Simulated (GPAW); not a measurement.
# Ir (Fm-3m) in GPAW: a series of runs, part 2 of 2

GPAW 26.7.0.

**4. Relaxation of cell and atoms, PBEsol+D3(BJ)**

run.py reads:

```python
from ase import Atoms
from ase.calculators.mixing import SumCalculator
from ase.filters import FrechetCellFilter
from ase.io import write
from ase.optimize import BFGS
from dftd3.ase import DFTD3
from gpaw import GPAW, PW, setup_paths

setup_paths.insert(0, '.')

atoms = Atoms(['Ir'],
              cell=[[0.0, 1.9156, 1.9156],
                    [1.9156, 0.0, 1.9156],
                    [1.9156, 1.9156, 0.0]],
              scaled_positions=[[0.0, 0.0, 0.0]],
              pbc=True)

calc = GPAW(mode=PW(600),
            xc='PBEsol',
            kpts={'size': (12, 12, 12), 'gamma': True},
            occupations={'name': 'fermi-dirac', 'width': 0.05},
            nbands=16,
            convergence={'density': 1e-05, 'forces': 0.0001},
            maxiter=150,
            txt='gpaw.txt')
atoms.calc = SumCalculator([calc, DFTD3(method='pbesol', damping='d3bj')])
opt = BFGS(FrechetCellFilter(atoms), trajectory='relax.traj', logfile='-')
done = opt.run(fmax=0.02, steps=60)
calc.write('gs.gpw')
write('result.traj', atoms)
print('Converged:', done)
print('Cell:', atoms.cell.cellpar().round(4))
print('Volume:', round(atoms.get_volume(), 4))
print(atoms.get_scaled_positions().round(5))
```

Potentials or basis: PAW data sets generated in the run's folder for this functional, pw.

The run is started by

```bash
gpaw-setup -f PBEsol Ir
OMP_NUM_THREADS=1 python run.py
```

gpaw.txt:

```text
__  _  _
 | _ |_)|_||  |
 |__||  | ||/\| - 26.7.0

Input parameters:
  mode=PW(ecut=600.0),
  convergence={'density': 1e-05, 'forces': 0.0001},
  kpts=MonkhorstPack(size=(12, 12, 12), gamma=True),
  maxiter=150,
  nbands=16,
  occupations=Occupations(name='fermi-dirac', width=0.05),
  xc=XC(name='PBEsol')

Diagonalizing LCAO Hamiltonian
Converting LCAO to pw mode

       Ir

Atoms  # Å, Bohr magnetons
|   | symbol |        x |        y |        z |    initial magnetic moments |
|---|--------|----------|----------|----------|-----------------------------|
| 0 |     Ir | 0.000000 | 0.000000 | 0.000000 | ( 0.0000,  0.0000,  0.0000) |

Unit cell  # Å
| periodic |        x |        y |        z |  lengths |    angles |
|----------|----------|----------|----------|----------|-----------|
|      yes | 0.000000 | 1.915600 | 1.915600 | 2.709068 | 60.000000 |
|      yes | 1.915600 | 0.000000 | 1.915600 | 2.709068 | 60.000000 |
|      yes | 1.915600 | 1.915600 | 0.000000 | 2.709068 | 60.000000 |

Number of symmetries: 48
Symmetry operations  # r_c * U_cc + t_c -> r_c
|    | kind |            matrix            |
|----|------|------------------------------|
|  0 |  σ   |  1, 0, 0,  1, 0,-1,  1,-1, 0 |
|  1 |  C2  |  1, 0, 0,  1,-1, 0,  1, 0,-1 |
|  2 |  E   |  1, 0, 0,  0, 1, 0,  0, 0, 1 |
|  3 |  σ   |  1, 0, 0,  0, 0, 1,  0, 1, 0 |
|  4 |  C4  |  1, 0,-1,  1, 0, 0,  1,-1, 0 |
|  5 |  S6  |  1, 0,-1,  1,-1, 0,  1, 0, 0 |
|  6 |  σ   |  1, 0,-1,  0, 1,-1,  0, 0,-1 |
|  7 |  C3  |  1, 0,-1,  0, 0,-1,  0, 1,-1 |
|  8 |  S6  |  1,-1, 0,  1, 0, 0,  1, 0,-1 |
|  9 |  C4  |  1,-1, 0,  1, 0,-1,  1, 0, 0 |
| 10 |  C3  |  1,-1, 0,  0,-1, 1,  0,-1, 0 |
| 11 |  σ   |  1,-1, 0,  0,-1, 0,  0,-1, 1 |
| 12 |  σ   |  0, 1, 0,  1, 0, 0,  0, 0, 1 |
| 13 |  C4  |  0, 1, 0,  0, 1,-1, -1, 1, 0 |
[... 144 lines left out ...]
SCF iterations
|iter     | |      energy | eigst |  dens |force |
|---------|-|-------------|-------|-------|------|
|iter:   1| |  -10.445911 | +0.11 |       |      |
|iter:   2| |  -10.426320 | -2.87 | -1.43 |      |
|iter:   3| |  -10.356309 | -2.56 | -1.47 |      |
|iter:   4| |  -10.363834 | -3.46 | -2.13 |      |
|iter:   5| |  -10.367581 | -3.26 | -2.41 |      |
|iter:   6| |  -10.367592c| -5.93 | -3.67 |      |
|iter:   7| |  -10.367593c| -6.40 | -3.93 |      |
|iter:   8| |  -10.367593c| -7.92c| -5.49c|      |
|iter:   9| |  -10.367593c| -8.77c| -5.96c|-23.46c|

Converged in 9 steps
Energy contributions relative to reference atoms: (reference = -484347.881821)

Energy contributions:
  Kinetic:           2.983886
  Coulomb:          -2.631668
  Zero:             -0.242026
  External:          0.000000
  Xc:              -10.475434
  Entropy:          -0.004700
  Spinorbit:         0.000000
  ----------------------------
  Free energy:     -10.369943
  Extrapolated:    -10.367593
[... 11 lines left out ...]
|          4 |        10.979 |     2.000 |
|          5 |        10.979 |     2.000 |
[... 8 lines left out ...]
|         14 |        48.826 |     0.000 |
|         15 |        48.826 |     0.000 |

No gap
No difference between direct/indirect transitions

Stress tensor  # eV/Ang^3
|        x |        y |        z |
|----------|----------|----------|
| 0.012345 | 0.000000 | 0.000000 |
| 0.000000 | 0.012345 | 0.000000 |
| 0.000000 | 0.000000 | 0.012345 |

Forces  # eV/Ang
|       x |       y |       z |
|---------|---------|---------|
| 0.00000 | 0.00000 | 0.00000 |  # Ir   0

Interpolating wave functions to new cell

       Ir

Atoms  # Å, Bohr magnetons
|   | symbol |        x |        y |        z |    initial magnetic moments |
|---|--------|----------|----------|----------|-----------------------------|
| 0 |     Ir | 0.000000 | 0.000000 | 0.000000 | ( 0.0000,  0.0000,  0.0000) |

Unit cell  # Å
| periodic |         x |        y |         z |  lengths |    angles |
|----------|-----------|----------|-----------|----------|-----------|
|      yes | -0.000000 | 1.891193 |  1.891193 | 2.674551 | 60.000000 |
|      yes |  1.891193 | 0.000000 |  1.891193 | 2.674551 | 60.000000 |
|      yes |  1.891193 | 1.891193 | -0.000000 | 2.674551 | 60.000000 |

Number of symmetries: 48
Symmetry operations  # r_c * U_cc + t_c -> r_c
|    | kind |            matrix            |
|----|------|------------------------------|
|  0 |  σ   |  1, 0, 0,  1, 0,-1,  1,-1, 0 |
|  1 |  C2  |  1, 0, 0,  1,-1, 0,  1, 0,-1 |
|  2 |  E   |  1, 0, 0,  0, 1, 0,  0, 0, 1 |
|  3 |  σ   |  1, 0, 0,  0, 0, 1,  0, 1, 0 |
|  4 |  C4  |  1, 0,-1,  1, 0, 0,  1,-1, 0 |
|  5 |  S6  |  1, 0,-1,  1,-1, 0,  1, 0, 0 |
|  6 |  σ   |  1, 0,-1,  0, 1,-1,  0, 0,-1 |
|  7 |  C3  |  1, 0,-1,  0, 0,-1,  0, 1,-1 |
|  8 |  S6  |  1,-1, 0,  1, 0, 0,  1, 0,-1 |
|  9 |  C4  |  1,-1, 0,  1, 0,-1,  1, 0, 0 |
| 10 |  C3  |  1,-1, 0,  0,-1, 1,  0,-1, 0 |
| 11 |  σ   |  1,-1, 0,  0,-1, 0,  0,-1, 1 |
| 12 |  σ   |  0, 1, 0,  1, 0, 0,  0, 0, 1 |
| 13 |  C4  |  0, 1, 0,  0, 1,-1, -1, 1, 0 |
[... 144 lines left out ...]
SCF iterations
|iter     | |      energy | eigst |  dens |force |
|---------|-|-------------|-------|-------|------|
|iter:   1| |  -10.400916 | -1.19 |       |      |
|iter:   2| |  -10.389548 | -4.18 | -1.62 |      |
|iter:   3| |  -10.345564 | -3.05 | -1.67 |      |
|iter:   4| |  -10.347187 | -4.10 | -2.56 |      |
|iter:   5| |  -10.348164c| -3.85 | -2.85 |      |
|iter:   6| |  -10.348163c| -6.80 | -4.08 |      |
|iter:   7| |  -10.348162c| -7.55c| -4.29 |      |
|iter:   8| |  -10.348162c| -9.16c| -5.59c|      |
|iter:   9| |  -10.348162c|-10.13c| -6.02c|-25.01c|

Converged in 9 steps
Energy contributions relative to reference atoms: (reference = -484347.881821)

Energy contributions:
  Kinetic:           9.360558
  Coulomb:          -8.071467
  Zero:             -0.260681
  External:          0.000000
  Xc:              -11.374382
  Entropy:          -0.004378
  Spinorbit:         0.000000
  ----------------------------
  Free energy:     -10.350351
  Extrapolated:    -10.348162
[... 11 lines left out ...]
|          4 |        11.597 |     2.000 |
|          5 |        11.597 |     2.000 |
[... 8 lines left out ...]
|         14 |        50.640 |     0.000 |
|         15 |        50.640 |     0.000 |

No gap
No difference between direct/indirect transitions

Stress tensor  # eV/Ang^3
|         x |         y |         z |
|-----------|-----------|-----------|
| -0.087713 |  0.000000 |  0.000000 |
|  0.000000 | -0.087713 |  0.000000 |
|  0.000000 |  0.000000 | -0.087713 |

Forces  # eV/Ang
|        x |       y |        z |
|----------|---------|----------|
| -0.00000 | 0.00000 | -0.00000 |  # Ir   0

Interpolating wave functions to new cell

       Ir

Atoms  # Å, Bohr magnetons
|   | symbol |        x |        y |         z |    initial magnetic moments |
|---|--------|----------|----------|-----------|-----------------------------|
| 0 |     Ir | 0.000000 | 0.000000 | -0.000000 | ( 0.0000,  0.0000,  0.0000) |

Unit cell  # Å
| periodic |         x |         y |         z |  lengths |    angles |
|----------|-----------|-----------|-----------|----------|-----------|
|      yes | -0.000000 |  1.899119 |  1.899119 | 2.685760 | 60.000000 |
|      yes |  1.899119 | -0.000000 |  1.899119 | 2.685760 | 60.000000 |
|      yes |  1.899119 |  1.899119 | -0.000000 | 2.685760 | 60.000000 |

Number of symmetries: 48
Symmetry operations  # r_c * U_cc + t_c -> r_c
|    | kind |            matrix            |
|----|------|------------------------------|
|  0 |  σ   |  1, 0, 0,  1, 0,-1,  1,-1, 0 |
|  1 |  C2  |  1, 0, 0,  1,-1, 0,  1, 0,-1 |
|  2 |  E   |  1, 0, 0,  0, 1, 0,  0, 0, 1 |
|  3 |  σ   |  1, 0, 0,  0, 0, 1,  0, 1, 0 |
|  4 |  C4  |  1, 0,-1,  1, 0, 0,  1,-1, 0 |
|  5 |  S6  |  1, 0,-1,  1,-1, 0,  1, 0, 0 |
|  6 |  σ   |  1, 0,-1,  0, 1,-1,  0, 0,-1 |
|  7 |  C3  |  1, 0,-1,  0, 0,-1,  0, 1,-1 |
|  8 |  S6  |  1,-1, 0,  1, 0, 0,  1, 0,-1 |
|  9 |  C4  |  1,-1, 0,  1, 0,-1,  1, 0, 0 |
| 10 |  C3  |  1,-1, 0,  0,-1, 1,  0,-1, 0 |
| 11 |  σ   |  1,-1, 0,  0,-1, 0,  0,-1, 1 |
| 12 |  σ   |  0, 1, 0,  1, 0, 0,  0, 0, 1 |
| 13 |  C4  |  0, 1, 0,  0, 1,-1, -1, 1, 0 |
[... 144 lines left out ...]
SCF iterations
|iter     | |      energy | eigst |  dens |force |
|---------|-|-------------|-------|-------|------|
|iter:   1| |  -10.365721 | -1.97 |       |      |
|iter:   2| |  -10.364540 | -5.04 | -2.12 |      |
|iter:   3| |  -10.360041c| -4.05 | -2.16 |      |
|iter:   4| |  -10.360195c| -5.08 | -3.02 |      |
|iter:   5| |  -10.360286c| -4.87 | -3.35 |      |
|iter:   6| |  -10.360286c| -7.78c| -4.49 |      |
|iter:   7| |  -10.360286c| -8.43c| -4.77 |      |
|iter:   8| |  -10.360286c| -9.92c| -6.19c|      |
|iter:   9| |  -10.360286c|-10.86c| -6.58c|-24.54c|

Converged in 9 steps
Energy contributions relative to reference atoms: (reference = -484347.881821)

Energy contributions:
  Kinetic:           7.194319
  Coulomb:          -6.224209
  Zero:             -0.254162
  External:          0.000000
  Xc:              -11.073993
  Entropy:          -0.004481
  Spinorbit:         0.000000
  ----------------------------
  Free energy:     -10.362527
  Extrapolated:    -10.360286
[... 11 lines left out ...]
|          4 |        11.393 |     2.000 |
|          5 |        11.393 |     2.000 |
[... 8 lines left out ...]
|         14 |        50.041 |     0.000 |
|         15 |        50.041 |     0.000 |

No gap
No difference between direct/indirect transitions

Stress tensor  # eV/Ang^3
|         x |         y |         z |
|-----------|-----------|-----------|
| -0.052984 |  0.000000 |  0.000000 |
|  0.000000 | -0.052984 | -0.000000 |
|  0.000000 | -0.000000 | -0.052984 |

Forces  # eV/Ang
|       x |        y |        z |
|---------|----------|----------|
| 0.00000 | -0.00000 | -0.00000 |  # Ir   0

# Writing to gs.gpw (mode='')
```

Wall time 18 s (1 thread of AMD EPYC 9R45 (Zen 5), shared host); peak memory 0.17 GiB.

Results:

```
Free energy                            : -11.1002 eV
Relaxed volume                         : 13.70 Å³/atom
Relaxed cell                           : a = 2.686 Å, b = 2.686 Å, c = 2.686 Å, α = 60.00°, β = 60.00°, γ = 60.00°
Space group after relaxing (to 0.05 Å) : Fm-3m (No. 225)
Energy gained by relaxing              : 11.7 meV/atom
Ionic steps                            : 3
Pressure after relaxing                : -0.2 GPa
Band gap on the k mesh                 : none (metal or under the smearing width)
Dispersion energy per atom             : -0.738 eV
```

The path:
| step | energy change (eV) | largest force (eV/Å) | pressure (GPa) | volume (Å³) |
| --- | --- | --- | --- | --- |
| 1 | 0.0000 | 0.0000 | -10.23 | 14.06 |
| 2 | -0.0090 | 0.0000 | 5.15 | 13.53 |
| 3 | -0.0117 | 0.0000 | -0.20 | 13.70 |

Final structure:
```
Ir
1.0
     0.00000    1.89912    1.89912
     1.89912    0.00000    1.89912
     1.89912    1.89912    0.00000
Ir
1
Direct
  0.00000 0.00000 0.00000
```

Levels at points of the mesh, in eV from the Fermi level:
```tsv
k point	band 4	band 5	band 6	band 7	band 8	band 9	band 10	band 11
(0.00, 0.00, 0.00)	-11.50	-4.12	-4.12	-4.12	-1.29	-1.29	13.82	19.64
(0.50, 0.50, 0.00)	-8.33	-7.72	0.90	1.54	1.54	1.61	10.96	11.64
(0.50, 0.50, 0.50)	-8.47	-4.24	-4.24	-0.93	0.92	0.92	7.59	13.40
```

Caveat: later steps reuse the first step's grids; pairwise dispersion overbinds metals, which lowers pressure and volume.

**5. Relaxation of cell and atoms, PBEsol+D3(BJ)+ATM**

run.py: that of step 4 with these lines changed.

```diff
@@ -25,3 +25,3 @@
             txt='gpaw.txt')
-atoms.calc = SumCalculator([calc, DFTD3(method='pbesol', damping='d3bj')])
+atoms.calc = SumCalculator([calc, DFTD3(damping='d3bj', params_tweaks=dict(method='pbesol', atm=True))])
 opt = BFGS(FrechetCellFilter(atoms), trajectory='relax.traj', logfile='-')
```

The run is started by

```bash
gpaw-setup -f PBEsol Ir
OMP_NUM_THREADS=1 python run.py
```

Wall time 19 s (1 thread of AMD EPYC 9R45 (Zen 5), shared host); peak memory 0.17 GiB.

It converged, with:

```
Free energy                            : -10.9947 eV
Relaxed volume                         : 13.78 Å³/atom
Relaxed cell                           : a = 2.691 Å, b = 2.691 Å, c = 2.691 Å, α = 60.00°, β = 60.00°, γ = 60.00°
Space group after relaxing (to 0.05 Å) : Fm-3m (No. 225)
Energy gained by relaxing              : 7.0 meV/atom
Ionic steps                            : 3
Pressure after relaxing                : -0.1 GPa
Band gap on the k mesh                 : none (metal or under the smearing width)
Dispersion energy per atom             : -0.628 eV
```

The path:
```csv
step,energy change (eV),largest force (eV/Å),pressure (GPa),volume (Å³)
1,0.0000,0.0000,-7.93,14.06
2,-0.0053,0.0000,3.92,13.65
3,-0.0070,0.0000,-0.12,13.78
```

Final structure:
```yaml
crystal:
  lattice:
    - [0.00000, 1.90279, 1.90279]
    - [1.90279, 0.00000, 1.90279]
    - [1.90279, 1.90279, 0.00000]
  atoms:
    - { symbol: Ir, position: [0.00000, 0.00000, 0.00000] }
```

Levels at points of the mesh, in eV from the Fermi level:
```
           k point  band 5  band 6  band 7  band 8  band 9  band 10
(0.00, 0.00, 0.00)   -4.09   -4.09   -4.09   -1.27   -1.27    13.84
(0.50, 0.50, 0.00)   -7.66    0.89    1.52    1.52    1.61    10.87
(0.50, 0.50, 0.50)   -4.20   -4.20   -0.92    0.91    0.91     7.53
```

Caveat: later steps reuse the first step's grids; pairwise dispersion overbinds metals, which lowers pressure and volume. The run has no spin-orbit coupling, so splittings on Ir are missing.

**6. Summary**

```tsv
level	gap on the mesh (eV)	pressure (GPa)	relaxed volume (Å³/atom)
PBEsol	none	0.0	13.99
PBEsol+D3	none	-0.2	13.70
PBEsol+D3(BJ)	none	-0.2	13.70
PBEsol+D3(BJ)+ATM	none	-0.1	13.78
```

Alike in all rows: task relaxation of cell and atoms; potentials or basis PAW data sets generated in the run's folder for this functional, pw; no spin polarisation; cell relaxed; k mesh 12 × 12 × 12; cutoff (eV) 600; smearing fermi-dirac 0.05 eV.

Caveats: later steps reuse the first step's grids; pairwise dispersion overbinds metals, which lowers pressure and volume (some runs).

Absolute energies hang on the potentials; compare differences alone.
